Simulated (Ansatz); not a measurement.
Relaxation of BP

Computed with Ansatz, DFT PBEsol, scalar-relativistic, plane waves, PAW. (420 eV cutoff, 8×8×6 k-mesh, Gaussian smearing of 0.02 eV, no spin polarisation)

What was changed: uniaxial strain along a, with b, c and atoms relaxed: -3.0 %.

Command:

```bash
ansatz run input.yaml --threads 1 --pin off --max-ram 2560MiB --backend cpu --events-out ev --progress --plain --runs-dir out
```

Input:

```yaml
crystal:
  lattice:
    - [2.192297732, 2.192297732, 0.0]
    - [-2.2770515103, 2.2770515103, 0.0]
    - [0.0, 0.0, 4.5541030206]
  atoms:
    - { symbol: B, position: [0.0, 0.0, 0.0007258427] }
    - { symbol: B, position: [0.5, 0.5, 0.5007258427] }
    - { symbol: P, position: [0.5, 0.0, 0.7492741573] }
    - { symbol: P, position: [0.0, 0.5, 0.2492741573] }
basis:
  ecutwfc: 420
kpoints:
  mp_grid: { grid: [8, 8, 6] }
hamiltonian:
  xc: pbesol
scf:
  occupations: { method: gaussian, width: 0.02 }
output:
  forces: true
  stress: true
  eigenvalues: true
relax:
  adjacent_minimum: "off"
  f_tol: 0.008
  max_steps: 40
  cell: { stress_tol: 0.015, fix: [a, angles] }
```

F is the free energy. Steps run on the plane waves of an earlier cell, but the last one, and at times one on the way, on a freshly chosen basis, so a repeated geometry can differ a little in energy. The held parts of the cell keep their stress, so P needn't end at zero.

Steps:

| step | F − F(1) (eV) | largest force component (eV/Å) | V (Å³/atom) | P (GPa) |
| --- | --- | --- | --- | --- |
| 1 | 0.0000 | 0.192 | 11.367 | 2.89 |
| 2 | -0.0035 | 0.143 | 11.319 | 3.60 |
| 3 | -0.0050 | 0.027 | 11.274 | 4.28 |
| 4 | -0.0050 | 0.000 | 11.281 | 4.16 |
| 5 | -0.0047 | 0.000 | 11.281 | 4.15 |
| 6 | -0.0047 | 0.000 | 11.280 | 4.16 |
| 7 | -0.0047 | 0.000 | 11.280 | 4.16 |

Relaxed structure:

```xyz
4
Lattice="2.1923 2.1923 0.0000 -2.2615 2.2615 0.0000 0.0000 0.0000 4.5504" Properties=species:S:1:pos:R:3 pbc="T T T"
B     0.0000    0.0000    0.0068
B    -0.0346    2.2269    2.2820
P     1.0961    1.0961    3.4060
P    -1.1307    1.1307    1.1308
```

It takes space group Imm2 (No. 44, orthorhombic). The conventional cell has a = 3.100 Å, b = 3.198 Å, c = 4.550 Å, α = 90.00°, β = 90.00°, γ = 90.00°. B (site symmetry mm2) is surrounded by 4 P at 1.93 to 1.95 Å. P (site symmetry mm2) has 4 B at 1.93 to 1.95 Å as nearest neighbours.

The run converged. The run took 26 s on 1 thread of Intel(R) Xeon(R) 6975P-C (Granite Rapids) (shared host), peak memory 0.44 GiB.